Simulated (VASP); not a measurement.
Given:

```
CELL_PARAMETERS angstrom
      0.00000     3.01148     3.01148
      3.01148     0.00000     3.01148
      3.01148     3.01148     0.00000
ATOMIC_POSITIONS crystal
  Zn 0.00000 0.00000 0.00000
  Te 0.25000 0.25000 0.25000
```

These are revTPSS meta-GGA, VASP's PBE PAW potentials (set 64) (plane waves; VASP) values and carry that method's errors. Settings: 520 eV cut-off, 8×8×8 Γ-centred mesh, Gaussian smearing of 0.050 eV, potentials Zn Te.

Unless said otherwise, spin-orbit coupling is left out, though it shifts the bands of the heavy elements here.

**Question.** Predict the energy per atom (σ→0), pressure, band gap (on the k-mesh) with the smallest direct gap where there is one.

**Answer.** 
```json
{
 "band gap (on the k-mesh)": "1.65 eV",
 "smallest direct gap (on the k-mesh)": "1.65 eV",
 "energy per atom (σ→0)": "9.696 eV/atom",
 "pressure": "1.56 GPa"
}
```

Only differences to runs with the same potentials and settings are physical.

The compound is ZnTe in the zinc blende structure. This cell is one point of a volume scan, at 0.97 of the reference volume.
